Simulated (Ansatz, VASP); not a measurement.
# One calculation of Si, two programs

INCAR

```
SYSTEM = Si
PREC = Accurate
ENCUT = 600
EDIFF = 1E-6
ISMEAR = 0
SIGMA = 0.02
LREAL = .False.
LASPH = .True.
NELM = 100
ALGO = Fast
ISIF = 3
LWAVE = .False.
LCHARG = .False.
GGA = PS
IBRION = 2
NSW = 100
EDIFFG = -0.005
```

Contents of KPOINTS:

```
regular mesh
0
Gamma
  8 8 8
  0 0 0
```

File POSCAR:

```
Si
1.0
    0.0000000000      2.7218511865      2.7218511865
    2.7218511865      0.0000000000      2.7218511865
    2.7218511865      2.7218511865      0.0000000000
Si
2
Direct
    0.2500000000      0.2500000000      0.2500000000
    0.0000000000      0.0000000000      0.0000000000
```

Input for Ansatz:

```yaml
crystal:
  lattice:
    - [0.0, 2.7218511865, 2.7218511865]
    - [2.7218511865, 0.0, 2.7218511865]
    - [2.7218511865, 2.7218511865, 0.0]
  atoms:
    - { symbol: Si, position: [0.25, 0.25, 0.25] }
    - { symbol: Si, position: [0.0, 0.0, 0.0] }
basis:
  ecutwfc: 420
kpoints:
  mp_grid: { grid: [8, 8, 8] }
hamiltonian:
  xc: pbesol
scf:
  occupations: { method: gaussian, width: 0.02 }
output:
  forces: true
  stress: true
  eigenvalues: true
relax:
  adjacent_minimum: "off"
  f_tol: 0.005
  max_steps: 80
  cell: { stress_tol: 0.05 }
```

Alike in both runs: task relaxation of cell and atoms; functional PBEsol; k mesh 8 × 8 × 8; occupations gaussian, width 0.02 eV; no spin polarisation.

|  | VASP | Ansatz |
| --- | --- | --- |
| version | VASP 6.6.1 | Ansatz 0.2.0 |
| potentials or method | VASP PAW PBE potentials, release 64 (Si) | scalar-relativistic, plane waves, PAW |
| plane-wave cutoff (eV) | 600 | 420 |
| valence electrons in the cell | 8 | 8 |

Ansatz gave:

- gap on the k mesh at the Fermi level, each at its own relaxed structure (eV): 0.51
- relaxed volume (Å³/atom): 20.06
- relaxed cell length with the largest relative difference (Å): 3.842

Estimate VASP's values.

gap on the k mesh at the Fermi level, each at its own relaxed structure (eV): 0.51; relaxed volume (Å³/atom): 20.08; relaxed cell length with the largest relative difference (Å): 3.844.

Caveats: the PAW data sets were made with another functional, which shifts forces and pressure a little (VASP). Expect the measured gap to be larger: semilocal functionals such as PBEsol lack the derivative discontinuity. A k mesh can miss the band edges.
